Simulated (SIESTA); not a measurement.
A run of SIESTA 5.4.2 is set up as follows.

TaSi2.fdf

```
SystemName                      TaSi2
SystemLabel                     TaSi2
NumberOfSpecies                 2
NumberOfAtoms                   9
%block ChemicalSpeciesLabel
  1  73 Ta
  2  14 Si
%endblock ChemicalSpeciesLabel

LatticeConstant                 1.0 Ang
%block LatticeVectors
     4.7800000000     0.0000000000     0.0000000000
    -2.3900000000     4.1396014301     0.0000000000
     0.0000000000     0.0000000000     6.5640000000
%endblock LatticeVectors
AtomicCoordinatesFormat         Fractional
%block AtomicCoordinatesAndAtomicSpecies
     0.0000000000     0.5000000000     0.1666666667  1  Ta
     0.5000000000     0.5000000000     0.8333333333  1  Ta
     0.5000000000     0.0000000000     0.5000000000  1  Ta
     0.3333000000     0.1666500000     0.1666666667  2  Si
     0.1666500000     0.8333500000     0.8333333333  2  Si
     0.8333500000     0.6667000000     0.5000000000  2  Si
     0.6667000000     0.8333500000     0.1666666667  2  Si
     0.8333500000     0.1666500000     0.8333333333  2  Si
     0.1666500000     0.3333000000     0.5000000000  2  Si
%endblock AtomicCoordinatesAndAtomicSpecies

%block kgrid.MonkhorstPack
    7   0   0  0.0
    0   7   0  0.0
    0   0   4  0.0
%endblock kgrid.MonkhorstPack
XC.Functional                   GGA
XC.Authors                      PBE
PAO.BasisSize                   DZP
PAO.EnergyShift                 0.003 Ry
Mesh.Cutoff                     800 Ry
OccupationFunction              FD
ElectronicTemperature           0.05 eV
MaxSCFIterations                120
SCF.MustConverge                false
SCF.Mixer.Method                Pulay
SCF.Mixer.Weight                0.25
SCF.Mixer.History               8
SCF.DM.Tolerance                5.0e-05
SCF.H.Tolerance                 1.0e-03 eV
WriteForces                     true
Charge.Mulliken                 end
BandLinesScale                  ReciprocalLatticeVectors
%block BandLines
    1    0.000000   0.000000   0.000000  \Gamma
   11    0.500000   0.000000   0.000000  M
    6    0.333333   0.333333   0.000000  K
   13    0.000000   0.000000   0.000000  \Gamma
    7    0.000000   0.000000   0.500000  A
   11    0.500000   0.000000   0.500000  L
    6    0.333333   0.333333   0.500000  H
   13    0.000000   0.000000   0.500000  A
    1    0.500000   0.000000   0.500000  L
    7    0.500000   0.000000   0.000000  M
    1    0.333333   0.333333   0.000000  K
    7    0.333333   0.333333   0.500000  H
%endblock BandLines
%block PAO.Basis
  Ta 5
  n=5 0 2
    3.138 0.000
  n=6 0 2
    7.733 0.000
  n=5 1 2
    3.782 0.000
  n=6 1 1
    7.733
  n=5 2 2
    7.181 0.000
%endblock PAO.Basis
```

Potentials or basis: PseudoDojo 0.4 standard (PBE files), DZP (energy shift 0.003 Ry; two zetas on semicore shells).

Command:

```bash
$ siesta < TaSi2.fdf > TaSi2.out 2>&1
```

Task: Predict the pressure.

Result: 3.7 GPa.

Task: What does it give for the largest force?

Result: 0.825 eV/Å.

Task: Predict the band gap on the k mesh.

Result: None (metal or under the smearing width).

Forces on the atoms (eV/Å):
```
Ta   0.000  0.000  0.000
Ta   0.000  0.000  0.000
Ta   0.000  0.000  0.000
Si  -0.714 -0.412  0.000
Si  -0.714  0.412  0.000
Si   0.000  0.825  0.000
Si   0.714  0.412  0.000
Si   0.714 -0.412  0.000
Si   0.000 -0.825  0.000
```

Caveat: short orbitals over semicore shells can move pressures by several GPa; spin-orbit coupling is left out, which moves the levels of the heavy elements; the cell's inner coordinates are idealised or old, which leaves forces on the atoms; the basis of atomic orbitals isn't converged, which shifts pressures, moduli and gaps.
